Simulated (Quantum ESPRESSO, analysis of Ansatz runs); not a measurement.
# SnO2 (P4_2/mnm), nudged elastic band: V_O hop (2.6 Å) (q = +2) (Quantum ESPRESSO)

Wanted: path and barrier of a jump of O in SnO2 (P4_2/mnm) at charge +2. The case: V_O hop (2.6 Å), in a cell of 72 host atoms with 1 O taken out.

Calculated with Quantum ESPRESSO 7.5; Quantum ESPRESSO plane-wave DFT, PBEsol, GBRV 1.5 PBEsol potentials; nudged elastic band between two relaxed defect structures at fixed charge in a uniform background.

### 1. Starting point

The cell holds 71 atoms: 24 Sn and 47 O. Its edges and angles: a = 9.507 Å, b = 9.507 Å, c = 9.626 Å, α = 90.0°, β = 90.0°, γ = 90.0°. It derives from SnO2 (space group P4_2/mnm). Nearest the centre at fractional (0.500, 0.500, 0.500): O44 at 1.33 Å, Sn61 at 1.58 Å, Sn67 at 1.59 Å, O64 at 2.58 Å, O70 at 2.59 Å, O12 at 2.62 Å, O18 at 2.63 Å, Sn60 at 3.35 Å. The cell carries charge +2.

The cell's shortest repeat is 9.5 Å.

### 2. Relaxation of the start point, charge +2

A barrier is counted from a minimum, so both ends are relaxed first. Small random displacements break the symmetry of the ideal sites, so that the defect can distort if it gains by it. The charge of +2 is set by the electron count, and a uniform background keeps the cell neutral. A width of 0.01 eV lets levels that lie close at the Fermi energy share an electron.

A first try with fixed occupations did not converge, so this run has a small smearing.

File pw.in:

```
&CONTROL
  calculation = 'relax'
  prefix = 'pwscf'
  outdir = './tmp'
  pseudo_dir = './pseudo'
  tprnfor = .true.
  disk_io = 'low'
  nstep = 70
  forc_conv_thr = 0.0012
  etot_conv_thr = 0.0001
/
&SYSTEM
  ibrav = 0
  nat = 71
  ntyp = 2
  ecutwfc = 36
  ecutrho = 288
  nbnd = 312
  occupations = 'smearing'
  smearing = 'fd'
  degauss = 0.00073499
  tot_charge = 2
  nosym = .true.
/
&ELECTRONS
  conv_thr = 7d-08
  electron_maxstep = 100
  mixing_beta = 0.5
/
&IONS
  ion_dynamics = 'bfgs'
/
ATOMIC_SPECIES
Sn   118.7100 sn_pbesol_v1.4.uspp.F.UPF
O     15.9990 o_pbesol_v1.2.uspp.F.UPF
CELL_PARAMETERS angstrom
   9.5069026602    0.0000000000    0.0000000000
   0.0000000000    9.5069026602    0.0000000000
   0.0000000000    0.0000000000    9.6255372701
ATOMIC_POSITIONS crystal
Sn     0.2500000000    0.2500000000    0.1666666667
Sn     0.0000000000    0.0000000000    0.0000000000
O      0.0969370642    0.4030629358    0.1666666667
O      0.4030629358    0.0969370642    0.1666666667
O      0.1530629358    0.1530629358    0.0000000000
O      0.3469370642    0.3469370642    0.0000000000
Sn     0.2479624086    0.2486179678    0.4980504907
Sn     0.0000000000    0.0000000000    0.3333333333
O      0.0971326874    0.4028296486    0.4968978305
O      0.3999868232    0.0966601079    0.5006390567
O      0.1530629358    0.1530629358    0.3333333333
O      0.3453003373    0.3490838513    0.3317193824
Sn     0.2500000000    0.2500000000    0.8333333333
Sn     0.0000000000    0.0000000000    0.6666666667
O      0.0969370642    0.4030629358    0.8333333333
O      0.4030629358    0.0969370642    0.8333333333
O      0.1530629358    0.1530629358    0.6666666667
O      0.3440976189    0.3471134894    0.6680152130
Sn     0.2500000000    0.7500000000    0.1666666667
Sn     0.0000000000    0.5000000000    0.0000000000
O      0.0969370642    0.9030629358    0.1666666667
O      0.4002577229    0.5955682369    0.1662087904
O      0.1530629358    0.6530629358    0.0000000000
O      0.3469370642    0.8469370642    0.0000000000
Sn     0.2489118347    0.7497714353    0.5029168165
Sn     0.0000000000    0.5000000000    0.3333333333
O      0.0969370642    0.9030629358    0.5000000000
O      0.1510696286    0.6553772714    0.3325503866
O      0.3463868450    0.8438299676    0.3333015964
Sn     0.2500000000    0.7500000000    0.8333333333
Sn     0.0000000000    0.5000000000    0.6666666667
O      0.0969370642    0.9030629358    0.8333333333
O      0.4011711519    0.5974451184    0.8308897890
O      0.1502035009    0.6526351760    0.6654179404
O      0.3471528112    0.8498891596    0.6655863427
Sn     0.7500000000    0.2500000000    0.1666666667
Sn     0.5000000000    0.0000000000    0.0000000000
O      0.5983516773    0.4002504143    0.1664538781
O      0.9030629358    0.0969370642    0.1666666667
O      0.6530629358    0.1530629358    0.0000000000
O      0.8469370642    0.3469370642    0.0000000000
Sn     0.7472878352    0.2484639874    0.5004865245
Sn     0.5000000000    0.0000000000    0.3333333333
O      0.5986720601    0.4011244407    0.5017640024
O      0.9030629358    0.0969370642    0.5000000000
O      0.6561599673    0.1529215757    0.3327521670
O      0.8465956536    0.3448545366    0.3356505505
Sn     0.7500000000    0.2500000000    0.8333333333
Sn     0.5000000000    0.0000000000    0.6666666667
O      0.5964400019    0.4061788473    0.8333757866
O      0.9030629358    0.0969370642    0.8333333333
O      0.6531152102    0.1505982284    0.6647210953
O      0.8450451891    0.3458297962    0.6689086214
Sn     0.7500000000    0.7500000000    0.1666666667
Sn     0.5000000000    0.5000000000    0.0000000000
O      0.5969370642    0.9030629358    0.1666666667
O      0.9030629358    0.5969370642    0.1666666667
O      0.6530629358    0.6530629358    0.0000000000
O      0.8469370642    0.8469370642    0.0000000000
Sn     0.7472691623    0.7515707441    0.4998202760
Sn     0.4984897567    0.4982610155    0.3354638107
O      0.5941226019    0.9016509511    0.5002046291
O      0.9056923122    0.5984579370    0.5008445339
O      0.6520575694    0.6505976138    0.3350063419
O      0.8469370642    0.8469370642    0.3333333333
Sn     0.7500000000    0.7500000000    0.8333333333
Sn     0.4992861697    0.5023735551    0.6647376623
O      0.5969370642    0.9030629358    0.8333333333
O      0.9030629358    0.5969370642    0.8333333333
O      0.6505645395    0.6542715264    0.6651834604
O      0.8469370642    0.8469370642    0.6666666667
K_POINTS gamma
```

Command:

```console
> OMP_NUM_THREADS=1 mpirun -n 8 pw.x -in pw.in > pw.out
```

What it wrote:

```text
[shortened: banners, details of potentials and solvers, and blank lines are left out]
     gamma-point specific algorithms are used
     one sub-group per band group will be used
     scalapack distributed-memory algorithm (size of sub-group:  2*  2 procs)
     bravais-lattice index     =            0
     lattice parameter (alat)  =      17.9654  a.u.
     unit-cell volume          =    5870.8323 (a.u.)^3
     number of atoms/cell      =           71
     number of atomic types    =            2
     number of electrons       =       616.00
     number of Kohn-Sham states=          312
     kinetic-energy cutoff     =      36.0000  Ry
     charge density cutoff     =     288.0000  Ry
     scf convergence threshold =      7.0E-08
     mixing beta               =       0.5000
     number of iterations used =            8  plain     mixing
     energy convergence thresh.=      1.0E-04
     force convergence thresh. =      1.2E-03
     Exchange-correlation= SLA  PW   PSX  PSC
                           (   1   4  10   8   0   0   0)
     nstep                     =           70
     crystal axes: (cart. coord. in units of alat)
               a(1) = (   1.000000   0.000000   0.000000 )
               a(2) = (   0.000000   1.000000   0.000000 )
               a(3) = (   0.000000   0.000000   1.012479 )
     PseudoPot. # 1 for Sn read from file:
     sn_pbesol_v1.4.uspp.F.UPF
     Pseudo is Ultrasoft + core correction, Zval = 14.0
[...]
PseudoPot. # 2 for O  read from file:
     o_pbesol_v1.2.uspp.F.UPF
     Pseudo is Ultrasoft + core correction, Zval =  6.0
[...]
atomic species   valence    mass     pseudopotential
     Sn               14.00   118.71000     Sn( 1.00)
     O                 6.00    15.99900     O ( 1.00)
     No symmetry found
     site n.     atom                  positions (alat units)
         1        Sn     tau(   1) = (   0.2500000   0.2500000   0.1687465  )
         2        Sn     tau(   2) = (   0.0000000   0.0000000   0.0000000  )
         3        O      tau(   3) = (   0.0969371   0.4030629   0.1687465  )
         4        O      tau(   4) = (   0.4030629   0.0969371   0.1687465  )
         5        O      tau(   5) = (   0.1530629   0.1530629   0.0000000  )
         6        O      tau(   6) = (   0.3469371   0.3469371   0.0000000  )
         7        Sn     tau(   7) = (   0.2479624   0.2486180   0.5042656  )
         8        Sn     tau(   8) = (   0.0000000   0.0000000   0.3374929  )
[...]
number of k points=     1  Fermi-Dirac smearing, width (Ry)=  0.0007
                       cart. coord. in units 2pi/alat
        k(    1) = (   0.0000000   0.0000000   0.0000000), wk =   2.0000000
     Dense  grid:   242310 G-vectors     FFT dimensions: ( 100, 100, 100)
     Smooth grid:    85691 G-vectors     FFT dimensions: (  72,  72,  72)
     Check: negative core charge=   -0.000002
     starting charge     593.9989, renormalised to     616.0000
     Self-consistent Calculation
     iteration #  1     ecut=    36.00 Ry     beta= 0.50
     total energy              =   -5325.64159121 Ry
     estimated scf accuracy    <      19.07723808 Ry
     iteration #  2     ecut=    36.00 Ry     beta= 0.50
     total energy              =   -5330.86712198 Ry
     estimated scf accuracy    <       4.77380747 Ry
     iteration #  3     ecut=    36.00 Ry     beta= 0.50
     total energy              =   -5331.58166074 Ry
     estimated scf accuracy    <       0.90536861 Ry
[...]
estimated scf accuracy    <       0.00206549 Ry
     iteration # 10     ecut=    36.00 Ry     beta= 0.50
     total energy              =   -5331.73521950 Ry
     estimated scf accuracy    <       0.00366463 Ry
[... 133 further cycles ...]
     iteration #  7     ecut=    36.00 Ry     beta= 0.50
     total energy              =   -5331.86351982 Ry
     estimated scf accuracy    <          7.9E-10 Ry
     iteration #  8     ecut=    36.00 Ry     beta= 0.50
     End of self-consistent calculation
          k = 0.0000 0.0000 0.0000 ( 10712 PWs)   bands (ev):
   -12.1326 -12.0684 -12.0405 -11.9769 -11.8632 -11.8407 -11.7153 -11.6389
   -11.6113 -11.6095 -11.5938 -11.5912 -11.5836 -11.5631 -11.5418 -11.5384
   -11.5328 -11.4893 -11.4559 -11.4266 -11.4218 -11.4168 -11.4083 -11.3745
   -11.3740 -11.3491 -11.3347 -11.3132 -11.3017 -11.2572 -11.2397 -11.2385
   -11.2152 -11.1940 -11.1798 -11.1654 -11.1472 -11.1422 -11.1261 -11.0951
   -11.0514 -11.0326 -10.9849 -10.9588 -10.9458 -10.9019 -10.8968 -10.8945
   -10.8772 -10.8682 -10.8534 -10.8533 -10.8410 -10.8381 -10.8371 -10.8184
   -10.8064 -10.7993 -10.7987 -10.7915 -10.7879 -10.7773 -10.7772 -10.7633
[...]
the Fermi energy is     9.5456 ev
!    total energy              =   -5331.86351982 Ry
     estimated scf accuracy    <          8.5E-11 Ry
     smearing contrib. (-TS)   =      -0.00000000 Ry
     internal energy E=F+TS    =   -5331.86351982 Ry
     The total energy is F=E-TS. E is the sum of the following terms:
     one-electron contribution =   -1644.58728499 Ry
     hartree contribution      =    1297.08870538 Ry
     xc contribution           =   -1365.13817730 Ry
     ewald contribution        =   -3619.22676292 Ry
     convergence has been achieved in   8 iterations
     Forces acting on atoms (cartesian axes, Ry/au):
     atom    1 type  1   force =    -0.00036968   -0.00034527   -0.00076204
     atom    2 type  1   force =    -0.00031045    0.00077192   -0.00023587
     atom    3 type  2   force =     0.00001414   -0.00018661    0.00010394
     atom    4 type  2   force =    -0.00009956   -0.00017309    0.00070911
     atom    5 type  2   force =     0.00066112    0.00030553   -0.00004145
     atom    6 type  2   force =     0.00059544    0.00099447    0.00014573
     atom    7 type  1   force =    -0.00025018    0.00004871    0.00035311
     atom    8 type  1   force =     0.00047874   -0.00028288    0.00006862
[...]
Total force =     0.006514     Total SCF correction =     0.000039
     Energy error            =      8.2E-05 Ry
     Gradient error          =      1.5E-03 Ry/Bohr
     number of scf cycles    =  16
     number of bfgs steps    =  15
     energy             old  =   -5331.8634375624 Ry
     energy             new  =   -5331.8635198218 Ry
     CASE: energy            _new < energy            _old
     new trust radius        =       0.0087590751 bohr
     new conv_thr            =       0.0000000007 Ry
ATOMIC_POSITIONS (crystal)
Sn               0.2483525527        0.2505325825        0.1663023952
Sn               0.0053946358       -0.0059400323        0.0000060075
O                0.0963729070        0.4043595513        0.1673633392
O                0.4003835275        0.0957830406        0.1684333598
O                0.1531819823        0.1513674490       -0.0000056384
O                0.3462018548        0.3469819798       -0.0000405154
Sn               0.2486013566        0.2495682252        0.4999446603
Sn              -0.0052085361        0.0047853285        0.3315169691
[...]
Check: negative core charge=   -0.000002
     Self-consistent Calculation
     iteration #  1     ecut=    36.00 Ry     beta= 0.50
     total energy              =   -5331.86357489 Ry
     estimated scf accuracy    <       0.00005135 Ry
     iteration #  2     ecut=    36.00 Ry     beta= 0.50
     total energy              =   -5331.86357954 Ry
     estimated scf accuracy    <       0.00000638 Ry
     iteration #  3     ecut=    36.00 Ry     beta= 0.50
     total energy              =   -5331.86358087 Ry
     estimated scf accuracy    <       0.00000099 Ry
[...]
estimated scf accuracy    <       0.00000005 Ry
     iteration #  6     ecut=    36.00 Ry     beta= 0.50
     total energy              =   -5331.86358119 Ry
     estimated scf accuracy    <          2.4E-09 Ry
     iteration #  7     ecut=    36.00 Ry     beta= 0.50
     total energy              =   -5331.86358119 Ry
     estimated scf accuracy    <          1.4E-09 Ry
     iteration #  8     ecut=    36.00 Ry     beta= 0.50
     End of self-consistent calculation
          k = 0.0000 0.0000 0.0000 ( 10712 PWs)   bands (ev):
   -12.1317 -12.0697 -12.0403 -11.9772 -11.8613 -11.8400 -11.7150 -11.6388
   -11.6115 -11.6095 -11.5948 -11.5909 -11.5838 -11.5639 -11.5416 -11.5374
   -11.5336 -11.4889 -11.4552 -11.4258 -11.4217 -11.4170 -11.4081 -11.3748
   -11.3746 -11.3487 -11.3343 -11.3128 -11.3020 -11.2566 -11.2392 -11.2380
   -11.2153 -11.1929 -11.1779 -11.1652 -11.1458 -11.1415 -11.1254 -11.0950
   -11.0513 -11.0322 -10.9844 -10.9583 -10.9460 -10.9018 -10.8969 -10.8947
   -10.8774 -10.8688 -10.8536 -10.8533 -10.8410 -10.8373 -10.8373 -10.8178
   -10.8063 -10.7997 -10.7990 -10.7915 -10.7877 -10.7772 -10.7769 -10.7633
[...]
the Fermi energy is     9.5455 ev
!    total energy              =   -5331.86358119 Ry
     estimated scf accuracy    <          1.8E-10 Ry
     smearing contrib. (-TS)   =      -0.00000000 Ry
     internal energy E=F+TS    =   -5331.86358119 Ry
     The total energy is F=E-TS. E is the sum of the following terms:
     one-electron contribution =   -1644.66633127 Ry
     hartree contribution      =    1297.12851264 Ry
     xc contribution           =   -1365.13826512 Ry
     ewald contribution        =   -3619.18749743 Ry
     convergence has been achieved in   8 iterations
     Forces acting on atoms (cartesian axes, Ry/au):
     atom    1 type  1   force =    -0.00034285   -0.00036558   -0.00051906
     atom    2 type  1   force =    -0.00016679    0.00072341   -0.00033861
     atom    3 type  2   force =    -0.00003344   -0.00023483   -0.00021964
     atom    4 type  2   force =    -0.00008847    0.00001482    0.00037691
     atom    5 type  2   force =     0.00004076    0.00005581   -0.00012193
     atom    6 type  2   force =     0.00052404    0.00064797    0.00009346
     atom    7 type  1   force =     0.00049112    0.00052707    0.00028372
     atom    8 type  1   force =     0.00008204   -0.00010742    0.00007565
[...]
Total force =     0.005123     Total SCF correction =     0.000048
     Energy error            =      6.1E-05 Ry
     Gradient error          =      1.1E-03 Ry/Bohr
     bfgs converged in  17 scf cycles and  16 bfgs steps
     (criteria: energy <  1.0E-04 Ry, force <  1.2E-03 Ry/Bohr)
     End of BFGS Geometry Optimization
     Final energy             =   -5331.8635811873 Ry
Begin final coordinates
ATOMIC_POSITIONS (crystal)
Sn               0.2483525527        0.2505325825        0.1663023952
Sn               0.0053946358       -0.0059400323        0.0000060075
O                0.0963729070        0.4043595513        0.1673633392
O                0.4003835275        0.0957830406        0.1684333598
O                0.1531819823        0.1513674490       -0.0000056384
O                0.3462018548        0.3469819798       -0.0000405154
Sn               0.2486013566        0.2495682252        0.4999446603
Sn              -0.0052085361        0.0047853285        0.3315169691
[...]
End final coordinates
   JOB DONE.
```

Wall time 7.5 min (8 MPI ranks of Arm Neoverse V2, shared host); peak memory 1.7 GiB.

Relaxation path:

| step | energy less that of the first step (eV) |
| --- | --- |
| 0 | 0.0000 |
| 1 | -0.6621 |
| 2 | -1.1028 |
| 3 | -1.3439 |
| 4 | -1.5036 |
| 5 | -1.6051 |
| 6 | -1.6448 |
| 7 | -1.6813 |
| 8 | -1.7040 |
| 9 | -1.7195 |
| 10 | -1.7284 |
| 11 | -1.7336 |
| 12 | -1.7366 |
| 13 | -1.7386 |
| 14 | -1.7400 |
| 15 | -1.7411 |
| 16 | -1.7420 |

The atoms that moved most (Å):

| atom | dx | dy | dz | length |
| --- | --- | --- | --- | --- |
| Sn67 | 0.123 | -0.143 | 0.158 | 0.246 |
| Sn61 | 0.131 | -0.104 | -0.161 | 0.232 |
| Sn25 | -0.153 | 0.161 | -0.028 | 0.223 |
| O44 | -0.117 | 0.114 | -0.018 | 0.165 |
| O28 | 0.105 | -0.083 | 0.066 | 0.149 |
| O35 | 0.057 | -0.120 | -0.048 | 0.141 |
| O34 | 0.114 | -0.059 | -0.047 | 0.137 |
| O50 | 0.045 | -0.075 | 0.096 | 0.129 |

Neighbours of O44 at the end:

| atom | distance (Å) |
| --- | --- |
| Sn61 | 2.009 |
| Sn67 | 2.009 |
| Sn42 | 2.182 |
| O12 | 2.831 |
| O18 | 2.832 |
| O64 | 2.833 |
| O70 | 2.833 |
| O46 | 2.951 |
| O47 | 2.951 |
| O53 | 2.952 |
| O52 | 2.952 |

Read from the output:

```yaml
highest_filled_level: 9.144 eV
lowest_empty_level: 9.846 eV
r_m_s_move_of_the_farther_half_of_the_atoms: 0.03803 Å
largest_move_from_the_ideal_geometry_of_this_structure_a_common_shift_of_the_far_atoms_taken_out: 0.2362 Å
```

The relaxation gained 1.742 eV and ended with a largest force component of 0.029 eV/Å.

[end of part 1 of 3]

[Logs are printed without paths, hosts, clocks, repeated set-up lines and the standing remarks that a program may print on its own settings, such as how far it seeks lower states.]

[Hosts, paths, dates, database ids (printed as entryN), source tags and the programs' standing remarks are cut or masked in the printed files.]
